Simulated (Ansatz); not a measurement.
## How the vibrations of FeO change with volume

Level of theory: Ansatz, DFT PBE+U, scalar-relativistic, plane waves, PAW. Settings: 420 eV plane-wave cutoff, Γ-centred 12×12×12 mesh, Gaussian smearing of 0.02 eV. U_eff = 5.3 eV on Fe d. Collinear spin, site moments 3.5, 0.2 μB. Phonons by linear response, acoustic sum rule imposed.

Relaxed structure:
```cif
data_structure
_symmetry_space_group_name_H-M 'R-3m:H'
_symmetry_Int_Tables_number 166
_cell_length_a 3.1691
_cell_length_b 3.1691
_cell_length_c 7.4484
_cell_angle_alpha 90.000
_cell_angle_beta 90.000
_cell_angle_gamma 120.000
_cell_volume 64.78
loop_
_atom_site_label
_atom_site_type_symbol
_atom_site_symmetry_multiplicity
_atom_site_Wyckoff_symbol
_atom_site_fract_x
_atom_site_fract_y
_atom_site_fract_z
_atom_site_occupancy
Fe1 Fe 3 a 0.00000 0.00000 0.00000 1
O1 O 3 b 0.33333 0.66667 0.16667 1
```

The magnetic state is the one reached from the starting moments and may not be the lowest.

Cells at 0.98 and 1.02 times the equilibrium volume were relaxed in shape and atoms; γ = −d ln ν / d ln V, modes matched by rank.

(1) Give the optical frequencies at Γ without the LO field (cm⁻¹) at the three volumes and the mode Grüneisen parameters.

(2) What pressures hold the two strained cells, and what bulk modulus follows?

(3) How does the gap respond?

(4) And the dielectric constants (a third of the trace)?

Answers

(1)
| 0.98 V | V | 1.02 V | γ | degeneracy |
| --- | --- | --- | --- | --- |
| 261 | 243 | 224 | 3.76 | 1 |
| 310 | 292 | 275 | 3.00 | 2 |

(2) 3.27 GPa at 0.98 V and -2.93 GPa at 1.02 V, so B = −dP/d ln V ≈ 155 GPa.

(3) It is 0.94, 0.87 and 0.81 eV at 0.98, 1 and 1.02 V: dE_g/d ln V = -3.4 eV.

(4) ε∞: 5.02, 5.04, 5.06; ε0: 17.1, 18.6, 20.4, in order of rising volume.